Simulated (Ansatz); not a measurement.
## ZrS2 under changes of volume

One of the cells (23.763 Å³/atom); the others are scaled copies at fixed shape and fractional positions:

```
Zr S
1.0
     3.69138    0.00000    0.00000
    -1.84569    3.19683    0.00000
     0.00000    0.00000    6.04108
Zr S
1 2
Direct
  0.00000 0.00000 0.00000
  0.33333 0.66667 0.23791
  0.66667 0.33333 0.76209
```

The cell is a database's computed one.

| Quantity | Value |
| --- | --- |
| Program | Ansatz 0.2.0 |
| Functional | r2SCAN |
| Dispersion | D3(BJ) |
| Potentials or basis | Ansatz PAW |
| Cutoff | 500 eV (not typed: the program's choice for these potentials) |
| k mesh | 8 × 8 × 5 |
| Occupations | fermi-dirac, width 0.05 eV |
| Spin | no spin polarisation |

```csv
volume (Å³/atom),energy over the lowest point (meV/atom),pressure (GPa),gap on the mesh (eV),largest force (eV/Å)
22.337,?,?,?,?
22.813,5.59,3.0,1.34,0.497
23.288,0.00,0.8,1.35,0.233
23.763,0.45,-1.1,1.36,0.013
24.238,6.33,-2.8,1.37,0.242
24.714,17.13,-4.4,1.38,0.455
25.189,32.37,-5.8,1.38,0.653
```

Q: What does the run at 22.337 Å³/atom give?

A: Energy over the lowest point 17.84 meV/atom; pressure 5.3 GPa; gap on the mesh 1.32 eV; largest force 0.781 eV/Å.

Worked out: A Birch-Murnaghan fit of order 3 (a polynomial in V^(-2/3)) to the other rows has its minimum at 23.49 Å³/atom with B0 = V·E''(V) = 96 GPa and B' = 4.1 at fixed shape and positions, which overstates the stiffness. It gives 17.88 meV/atom at 22.337 Å³/atom, against the run's 17.84, and -dE/dV = 5.3 GPa, against 5.3. A straight line through the other rows of the gap, of slope 0.433 eV per unit of ln V, extrapolates to 1.33 eV, against the run's 1.32.

Energies are extrapolated to zero smearing.

Caveats: odd divisions of the mesh miss points on the zone boundary, where band edges often lie, so the gap on the mesh can be too wide; the PAW data sets come from PBE, with cores solved anew for the run's functional, which leaves a small shift of forces and pressure; the dispersion damping was fitted for another functional or another form of the correction.

A mesh can miss the band edges. Spin-orbit coupling on Zr is left out.
